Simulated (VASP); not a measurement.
Write the native input for VASP 6.6.1 that does the following.

```
Task                   : relaxation of cell and atoms
Functional             : PBE
Potentials or basis    : VASP PAW PBE potentials, release 64 (Rh)
Cutoff                 : 300 eV
k mesh                 : 8 × 8 × 8
Occupations            : methfessel-paxton, width 0.1 eV
Spin                   : no spin polarisation
Further INCAR settings : ALGO = Normal; EDIFF = 1e-07; IBRION = 2; EDIFFG = -0.005; NSW = 90; ISIF = 3
```

The structure of Rh lies in POSCAR:

```
Rh                                      
1.0
    0.0000000000      1.9121682400      1.9121682400
    1.9121682400     -0.0000000000      1.9121682400
    1.9121682400      1.9121682400      0.0000000000
  Rh            
     1
Direct
     0.0000000000000000    0.0000000000000000    0.0000000000000000
```

These files were run (other wordings do the same):

INCAR

```
SYSTEM = Rh
ALGO = Normal ; EDIFF = 1E-7
EDIFFG = -0.005 ; ENCUT = 300
GGA = PE ; IBRION = 2
ISIF = 3 ; ISMEAR = 1
LASPH = .True. ; LCHARG = .False.
LREAL = .False. ; LWAVE = .False.
NELM = 80 ; NSW = 90
PREC = Accurate ; SIGMA = 0.1
```

KPOINTS

```
k-points
0
Gamma
  8 8 8
  0 0 0
```

Potentials or basis: VASP PAW PBE potentials, release 64 (Rh).

Run with:

```sh
$ cat potpaw_PBE.64/Rh/POTCAR > POTCAR
$ mpirun -np 1 vasp_std > vasp.out
```

Results of the run:

| Property | Result |
| --- | --- |
| Relaxed volume | 13.97 Å³/atom |
| Relaxed cell | a = 2.704 Å, b = 2.704 Å, c = 2.704 Å, α = 60.00°, β = 60.00°, γ = 60.00° |
| Space group after relaxing (to 0.05 Å) | Fm-3m (No. 225) |
| Energy gained by relaxing | 0.0 meV/atom |
| Ionic steps | 3 |
| Pressure after relaxing | 0.0 GPa |
| Band gap on the k mesh | none (metal or under the smearing width) |

Run time: 7.2 s on 1 thread of Intel(R) Xeon(R) Platinum 8488C (Sapphire Rapids) (shared host), peak memory 0.11 GiB.
